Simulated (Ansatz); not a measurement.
Bi in Ansatz: the effect of functional

Bi:

```
Bi
1.0
     3.25982    0.00000    0.00000
     0.00000    3.24298    0.00000
    -0.08099    0.00000    6.48656
Bi
2
Cartesian
  1.7134 0.0000 4.8622
  1.4654 0.0000 1.6244
```

This isn't the form of Bi at room conditions, which is rhombohedral.

The cell isn't the ideal one: volume scaled by 1.02.

Alike in all runs:

| Property | Result |
| --- | --- |
| Program | Ansatz 0.2.0 |
| Task | single point |
| Potentials or basis | Ansatz PAW |
| k mesh | 8 × 8 × 4 |
| Occupations | fermi-dirac, width 0.05 eV |
| Spin | no spin polarisation |

```tsv
functional	cutoff	pressure (GPa)	largest force (eV/Å)
LDA	420 eV (not typed: the program's choice for these potentials)	-2.7	0.02
PBEsol	420 eV (not typed: the program's choice for these potentials)	-1.4	0.01
r2SCAN	500 eV (not typed: the program's choice for these potentials)	?	?
```

**Question.** What does the run with functional r2SCAN give?

**Answer.** Pressure 0.1 GPa; largest force 0.03 eV/Å.

Caveats: the PAW data sets come from PBE, with cores solved anew for the run's functional, which leaves a small shift of forces and pressure.
